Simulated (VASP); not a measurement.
# ZnGe2N2 (P-3m1) in VASP: phonon dispersion with PBE

Aim: the phonon dispersion of ZnGe2N2 with PBE.

Everything below comes from runs of VASP 6.6.1. Logs are shortened: lines on timing, memory, paths and dates and some standing lists are left out, and cuts for length are marked.

**1. Starting point**

Symmetry: P-3m1, No. 164, trigonal system. Conventional cell: a = 3.115 Å, b = 3.115 Å, c = 8.074 Å, α = 90.00°, β = 90.00°, γ = 120.00°. Zn (site symmetry -3m) is surrounded by 2 N at 2.00 Å. Around Ge (site symmetry 3m) lie 3 N at 2.00 Å. N (site symmetry 3m) is surrounded by 3 Ge at 2.00 Å and 1 Zn at 2.00 Å.

The cell was built by a generator and needn't be a form met in nature.

**2. Phonon dispersion, PBE**

INCAR

```
PREC = Accurate
ENCUT = 520
EDIFF = 1E-7
ISMEAR = 0
SIGMA = 0.1
LREAL = Auto
LASPH = T
NELM = 100
ALGO = Fast
ISIF = 2
LWAVE = F
LCHARG = F
GGA = PE
IBRION = 6
NFREE = 2
POTIM = 0.015
NSW = 1
LPHON_DISPERSION = T
PHON_NWRITE = -3
```

KPOINTS

```
regular mesh
0
Gamma
  4 4 2
```

POSCAR

```
ZnGe2N2
1.0
    6.2307720000      0.0000000000      0.0000000000
   -3.1153860000      5.3960060000      0.0000000000
    0.0000000000      0.0000000000     16.1487000000
Zn Ge N
8 16 16
Direct
    0.0000000000      0.0000000000      0.0000000000
    0.0000000000      0.0000000000      0.5000000000
    0.0000000000      0.5000000000      0.0000000000
    0.0000000000      0.5000000000      0.5000000000
    0.5000000000      0.0000000000      0.0000000000
    0.5000000000      0.0000000000      0.5000000000
    0.5000000000      0.5000000000      0.0000000000
    0.5000000000      0.5000000000      0.5000000000
    0.1666665000      0.3333335000      0.1785865000
    0.1666665000      0.3333335000      0.6785865000
    0.1666665000      0.8333335000      0.1785865000
    0.1666665000      0.8333335000      0.6785865000
    0.6666665000      0.3333335000      0.1785865000
    0.6666665000      0.3333335000      0.6785865000
    0.6666665000      0.8333335000      0.1785865000
    0.6666665000      0.8333335000      0.6785865000
    0.3333335000      0.1666665000      0.3214135000
    0.3333335000      0.1666665000      0.8214135000
    0.3333335000      0.6666665000      0.3214135000
    0.3333335000      0.6666665000      0.8214135000
    0.8333335000      0.1666665000      0.3214135000
    0.8333335000      0.1666665000      0.8214135000
    0.8333335000      0.6666665000      0.3214135000
    0.8333335000      0.6666665000      0.8214135000
    0.0000000000      0.0000000000      0.3758730000
    0.0000000000      0.0000000000      0.8758730000
    0.0000000000      0.5000000000      0.3758730000
    0.0000000000      0.5000000000      0.8758730000
    0.5000000000      0.0000000000      0.3758730000
    0.5000000000      0.0000000000      0.8758730000
    0.5000000000      0.5000000000      0.3758730000
    0.5000000000      0.5000000000      0.8758730000
    0.0000000000      0.0000000000      0.1241270000
    0.0000000000      0.0000000000      0.6241270000
    0.0000000000      0.5000000000      0.1241270000
    0.0000000000      0.5000000000      0.6241270000
    0.5000000000      0.0000000000      0.1241270000
    0.5000000000      0.0000000000      0.6241270000
    0.5000000000      0.5000000000      0.1241270000
    0.5000000000      0.5000000000      0.6241270000
```

QPOINTS

```
path GMKGALHA,LM,KH
8
line-mode
reciprocal
 0.0000000000  0.0000000000  0.0000000000  G
 0.5000000000  0.0000000000  0.0000000000  M

 0.5000000000  0.0000000000  0.0000000000  M
 0.3333333333  0.3333333333  0.0000000000  K

 0.3333333333  0.3333333333  0.0000000000  K
 0.0000000000  0.0000000000  0.0000000000  G

 0.0000000000  0.0000000000  0.0000000000  G
 0.0000000000  0.0000000000  0.5000000000  A

 0.0000000000  0.0000000000  0.5000000000  A
 0.5000000000  0.0000000000  0.5000000000  L

 0.5000000000  0.0000000000  0.5000000000  L
 0.3333333333  0.3333333333  0.5000000000  H

 0.3333333333  0.3333333333  0.5000000000  H
 0.0000000000  0.0000000000  0.5000000000  A

 0.5000000000  0.0000000000  0.5000000000  L
 0.5000000000  0.0000000000  0.0000000000  M

 0.3333333333  0.3333333333  0.0000000000  K
 0.3333333333  0.3333333333  0.5000000000  H
```

Potentials or basis: VASP PAW PBE potentials, release 64 (Zn, Ge_d, N).

The run is started by

```sh
$ cat potpaw_PBE.64/Zn/POTCAR potpaw_PBE.64/Ge_d/POTCAR potpaw_PBE.64/N/POTCAR > POTCAR
$ mpirun -np 8 vasp_std > vasp.out
```

OUTCAR:

```text
PREC = Accurate
   ENCUT = 520
   EDIFF = 1E-7
   ISMEAR = 0
   LREAL = Auto
   LASPH = T
   NELM = 100
   ISIF = 2
   GGA = PE
   IBRION = 6
   NFREE = 2
   POTIM = 0.015
   NSW = 1

 ion  position               nearest neighbor table
   1  0.000  0.000  0.000-  26 2.00  33 2.00
   2  0.000  0.000  0.500-  25 2.00  34 2.00
   3  0.000  0.500  0.000-  28 2.00  35 2.00
   4  0.000  0.500  0.500-  27 2.00  36 2.00
   5  0.500  0.000  0.000-  30 2.00  37 2.00
   6  0.500  0.000  0.500-  29 2.00  38 2.00
   7  0.500  0.500  0.000-  32 2.00  39 2.00
   8  0.500  0.500  0.500-  31 2.00  40 2.00
   9  0.167  0.333  0.179-  35 2.00  33 2.00  39 2.00
  10  0.167  0.333  0.679-  36 2.00  34 2.00  40 2.00
  11  0.167  0.833  0.179-  33 2.00  35 2.00  37 2.00
  12  0.167  0.833  0.679-  34 2.00  36 2.00  38 2.00
  13  0.667  0.333  0.179-  39 2.00  37 2.00  35 2.00
  14  0.667  0.333  0.679-  40 2.00  38 2.00  36 2.00
[... 33 lines left out ...]
 A1 = (   6.2307720000,   0.0000000000,   0.0000000000)
 A2 = (  -3.1153860000,   5.3960060000,   0.0000000000)
 A3 = (   0.0000000000,   0.0000000000,  16.1487000000)

Analysis of symmetry for initial positions (statically):
=====================================================================
 Subroutine PRICEL returns following result:

  LATTYP: Found a hexagonal cell.
 ALAT       =     3.1153860000
 C/A-ratio  =     2.5917655148

  Lattice vectors:

 A1 = (   3.1153860000,   0.0000000000,   0.0000000000)
 A2 = (  -1.5576930000,   2.6980030000,   0.0000000000)
 A3 = (   0.0000000000,   0.0000000000,   8.0743500000)

   8 primitive cells build up your supercell.

 Routine SETGRP: Setting up the symmetry group for a
 hexagonal supercell.

 Subroutine GETGRP returns: Found 12 space group operations
 (whereof 12 operations were pure point group operations)
 out of a pool of 24 trial point group operations.

The static configuration has the point symmetry D_3d.

Analysis of symmetry for dynamics (positions and initial velocities):
=====================================================================
 Subroutine PRICEL returns following result:

  LATTYP: Found a hexagonal cell.
 ALAT       =     3.1153860000
 C/A-ratio  =     2.5917655148

  Lattice vectors:

 A1 = (   3.1153860000,   0.0000000000,   0.0000000000)
 A2 = (  -1.5576930000,   2.6980030000,   0.0000000000)
 A3 = (   0.0000000000,   0.0000000000,   8.0743500000)

   8 primitive cells build up your supercell.

 Routine SETGRP: Setting up the symmetry group for a
 hexagonal supercell.

 Subroutine GETGRP returns: Found 12 space group operations
 (whereof 12 operations were pure point group operations)
 out of a pool of 24 trial point group operations.

The dynamic configuration has the point symmetry D_3d.

 Subroutine INISYM returns: Found 12 space group operations
 (whereof 12 operations are pure point group operations),
 and found     8 'primitive' translations

----------------------------------------------------------------------------------------

                                     Primitive cell

  volume of cell :      67.8675

[... 108 lines left out ...]
 finite differences with symmetry
 non-spin polarized calculation
 RMM-DIIS sequential band-by-band and
 Gauss-broadening in eV      SIGMA  =   0.10
  energy-cutoff  :      520.00
  volume of cell :      542.94
 maximum number of plane-waves:     14700
 NGX is ok and might be reduce to    48
   NGX = 23   NGY = 23   NGZ = 61

--------------------------------------- Ionic step        1  -------------------------------------------

 number of electron     399.9999786 magnetization

 Free energy of the ion-electron system (eV)
  ---------------------------------------------------
  ext. energy  EPLUGINS =         0.00000000
  ---------------------------------------------------
  free energy    TOTEN  =      -206.04970874 eV

  energy without entropy =     -205.94150027  energy(sigma->0) =     -205.99560450

------------------------ aborting loop because EDIFF is reached ----------------------------------------

  FORCE on cell =-STRESS in cart. coord.  units (eV):
  Direction    XX          YY          ZZ          XY          YZ          ZX
  --------------------------------------------------------------------------------------
  -------------------------------------------------------------------------------------
  Total       -0.0988298     -0.0988297      0.4101455      0.0000000      0.0000000     -0.0000000
  in kB       -0.2916396     -0.2916395      1.2103103      0.0000000      0.0000000     -0.0000000
  external PRESSURE =       0.2090104 kB  Pullay stress =       0.0000000 kB
[... 203 lines left out ...]
  FREE ENERGIE OF THE ION-ELECTRON SYSTEM (eV)
  ---------------------------------------------------
  free  energy   TOTEN  =      -206.0498842523 eV

  energy  without entropy=     -205.9407432295  energy(sigma->0) =     -205.99531374

[... ionic steps 4 to 10 ...]

--------------------------------------- Ionic step       11  -------------------------------------------

 number of electron     399.9999787 magnetization

------------------------ aborting loop because EDIFF is reached ----------------------------------------
[... 143 lines left out ...]
--------------------------------------- Ionic step       13  -------------------------------------------

 number of electron     399.9999786 magnetization

 Free energy of the ion-electron system (eV)
  ---------------------------------------------------
  ext. energy  EPLUGINS =         0.00000000
  ---------------------------------------------------
  free energy    TOTEN  =      -206.04941953 eV

  energy without entropy =     -205.94072397  energy(sigma->0) =     -205.99507175

 E-fermi :   6.0074     XC(G=0): -11.2731

 val. band max:        6.0015276064   @ k =   0.5000   0.0000   0.5000
 cond. band min:       6.0462197450   @ k =   0.2500   0.0000   0.5000
 fundamental gap:      0.0446921385
 Fermi energy:         6.0074151619

 k-point     1 :       0.0000    0.0000    0.0000
  band No.  band energies     occupation
      1     -19.3360      2.00000
      2     -19.3342      2.00000
      3     -19.3342      2.00000
      4     -19.3326      2.00000
      5     -19.3326      2.00000
      6     -19.3323      2.00000
[... 1709 lines left out ...]
    211       8.7116      0.00000
    212       8.7133      0.00000
 [bands above 212 left out]

------------------------ aborting loop because EDIFF is reached ----------------------------------------

  FORCE on cell =-STRESS in cart. coord.  units (eV):
  Direction    XX          YY          ZZ          XY          YZ          ZX
  --------------------------------------------------------------------------------------
  -------------------------------------------------------------------------------------
  Total       -0.1369121     -0.1369121      0.5487688     -0.0000000      0.0000000     -0.0000000
  in kB       -0.4040179     -0.4040177      1.6193777     -0.0000000      0.0000000     -0.0000000
  external PRESSURE =       0.2704474 kB  Pullay stress =       0.0000000 kB
[... 55 lines left out ...]
  FREE ENERGIE OF THE ION-ELECTRON SYSTEM (eV)
  ---------------------------------------------------
  free  energy   TOTEN  =      -206.0494195290 eV

  energy  without entropy=     -205.9407239683  energy(sigma->0) =     -205.99507175

 INTERNAL STRAIN TENSORS FROM DISPLACED ATOMS
 ============================================

 INTERNAL STRAIN TENSOR FOR ION    1 for displacements in x,y,z  (eV/Angst):
          X           Y           Z          XY          YZ          ZX
  --------------------------------------------------------------------------------
  x    -0.00000     0.00000     0.00000     0.00000     0.00000     0.00000
  y    -0.00000     0.00000     0.00000     0.00000     0.00000     0.00000
  z    -0.00000     0.00000    -0.00000     0.00000     0.00000     0.00000
[... 8 lines left out ...]
 INTERNAL STRAIN TENSOR FOR ION   40 for displacements in x,y,z  (eV/Angst):
          X           Y           Z          XY          YZ          ZX
  --------------------------------------------------------------------------------
  x     0.00000    -0.00000    -0.00000    -2.77296    -0.00000     7.16223
  y    -2.77296     2.77296    -0.00000    -0.00000     7.16224     0.00000
  z    -3.44852    -3.44852    10.45158    -0.00000    -0.00000     0.00000

 Eigenvectors and eigenvalues of the dynamical matrix
 ----------------------------------------------------

   1 f  =   17.437959 THz   109.565930 2PiTHz  581.667712 cm-1    72.117573 meV
             X         Y         Z           dx          dy          dz
      0.000000  0.000000  0.000000     0.000000   -0.000000    0.075169
      0.000000  0.000000  8.074350     0.000000   -0.000000   -0.075169
     -1.557693  2.698003  0.000000     0.000000    0.000000    0.075169
     -1.557693  2.698003  8.074350    -0.000000    0.000000   -0.075169
      3.115386  0.000000  0.000000    -0.000000   -0.000000    0.075169
      3.115386  0.000000  8.074350    -0.000000    0.000000   -0.075169
[... 886 lines left out ...]
      0.000000  0.000000  2.004490    -0.242305    0.000000    0.000000
      0.000000  0.000000 10.078840     0.242305   -0.000000    0.000000

 ELASTIC MODULI CONTR FROM IONIC RELAXATION (kBar)
 Direction    XX          YY          ZZ          XY          YZ          ZX
 --------------------------------------------------------------------------------
 XX        -236.4000   -141.5064     73.2792      0.0000    112.7013     -0.0000
 YY        -141.5064   -236.3999     73.2792     -0.0000   -112.7012      0.0000
 ZZ          73.2792     73.2792   -842.9899      0.0000      0.0000      0.0000
 XY           0.0000     -0.0000      0.0000    -47.4468     -0.0000    112.7012
 YZ         112.7013   -112.7012      0.0000     -0.0000   -286.7767      0.0000
 ZX          -0.0000      0.0000      0.0000    112.7012      0.0000   -286.7758
 --------------------------------------------------------------------------------
[... 209 lines left out ...]
 q-point No.           q_x           q_y           q_z  q-path length
          27      0.000000      0.000000      0.142857       0.524002
  frequencies
   [THz]           0.453671      0.453671      0.679093      2.331402      2.331402      2.851095      2.851095      5.016131      8.241720     12.437048     13.043747     13.043749     13.241292     13.241294     16.939826
   [2Pi THz]       2.850501      2.850501      4.266868     14.648629     14.648631     17.913955     17.913958     31.517281     51.784252     78.144276     81.956279     81.956291     83.197492     83.197505    106.436068
   [cm-1]         15.132846     15.132848     22.652109     77.767191     77.767203     95.102278     95.102292    167.320122    274.914177    414.855261    435.092563    435.092631    441.681963    441.682031    565.051786
   [meV]           1.876233      1.876233      2.808502      9.641899      9.641900     11.791174     11.791176     20.745042     34.084998     51.435474     53.944578
```

Run time: 44 min. Hardware: 8 MPI ranks of AMD EPYC 9R45 (Zen 5), shared host; peak memory 0.55 GiB.

What came out:

```yaml
Highest_phonon_frequency_LO-TO_splitting_left_out: 582 cm⁻¹
Most_unstable_mode: 135i cm⁻¹
```

Phonon frequencies in cm⁻¹ (negative: imaginary):
| q point | frequencies |
| --- | --- |
| (0.000, 0.000, 0.000) | 0 0 0 82 82 93 93 178 272 424 433 433 441 441 560 |
| (0.429, 0.000, 0.000) | -130 76 115 145 155 156 180 255 283 421 452 454 491 510 541 |
| (0.405, 0.190, 0.000) | -118 27 124 142 157 194 203 251 276 422 465 470 490 505 534 |
| (0.238, 0.238, 0.000) | -107 35 95 154 167 188 198 236 270 420 462 467 488 497 535 |
| (0.000, 0.000, 0.000) | 0 0 0 82 82 93 93 178 272 424 433 433 441 441 560 |
| (0.000, 0.000, 0.429) | 41 41 61 61 70 100 100 106 284 384 442 442 445 445 581 |
| (0.286, 0.000, 0.500) | -80 74 93 122 122 136 206 212 262 406 450 455 466 497 556 |
| (0.452, 0.095, 0.500) | -123 69 119 154 159 162 186 254 288 427 455 467 477 527 541 |
| (0.333, 0.333, 0.500) | -74 -74 140 142 142 220 234 234 267 431 468 468 502 502 537 |
| (0.048, 0.048, 0.500) | 56 58 66 66 85 103 111 111 282 384 444 446 448 449 579 |
| (0.500, 0.000, 0.214) | -132 76 127 150 152 157 174 259 289 422 453 458 490 515 544 |
| (0.333, 0.333, 0.143) | -82 -82 131 143 143 225 234 234 264 424 476 476 494 494 531 |

Phonon frequencies at the corners of the path (cm⁻¹, interpolated; i marks imaginary ones):
```csv
point,frequencies
Γ,0 0 0 82 82 93 93 178 272 424 433 433 441 441 560
M,135i 76 136 145 149 157 172 261 287 421 453 455 492 514 541
K,84i 84i 129 143 143 226 234 234 263 422 480 480 490 490 529
A,44 44 59 59 79 96 100 100 285 382 442 442 446 446 582
L,128i 75 119 151 156 159 177 256 291 426 454 462 478 530 542
H,74i 74i 140 142 142 220 234 234 267 431 468 468 502 502 537
```

Caveat: some modes are imaginary.
